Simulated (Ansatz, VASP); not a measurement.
## SnO2 (Cassiterite): VASP beside Ansatz

```
Sn O
1.0
     4.64128    0.00000    0.00000
     0.00000    4.64128    0.00000
     0.00000    0.00000    3.12145
Sn O
2 4
Direct
  0.50000 0.50000 0.50000
  0.00000 0.00000 0.00000
  0.80710 0.19290 0.50000
  0.69290 0.69290 0.00000
  0.19290 0.80710 0.50000
  0.30710 0.30710 0.00000
```

Change from the starting cell: volume scaled by 0.94.

Alike in both runs: task single point; functional PBE; k mesh 6 × 6 × 8; occupations fermi-dirac, width 0.05 eV; no spin polarisation.

|  | VASP | Ansatz |
| --- | --- | --- |
| version | VASP 6.6.1 | Ansatz 0.2.0 |
| potentials or method | VASP PAW PBE potentials, release 64 (Sn_d, O) | Ansatz PAW |
| plane-wave cutoff (eV) | 520 | 420 |
| valence electrons in the cell | 52 | 52 |

```csv
,VASP,Ansatz,Ansatz less VASP
gap on the k mesh at the Fermi level (eV),2.02,2.03,+0.007
least direct gap on the mesh (eV),2.02,2.03,+0.007
pressure (GPa),28.6,27.7,-0.86
largest component of the traceless stress (GPa),5.57,5.30,-0.276
rms of the force components (eV/Å),0.273,0.262,-0.0108
```

Atom by atom the forces differ by 0.011 eV/Å (rms over components).

Caveats: spin-orbit coupling is left out, which moves the levels of the heavy elements; the pressure holds a Pulay correction of +0.9 GPa for the finite cutoff (Ansatz).
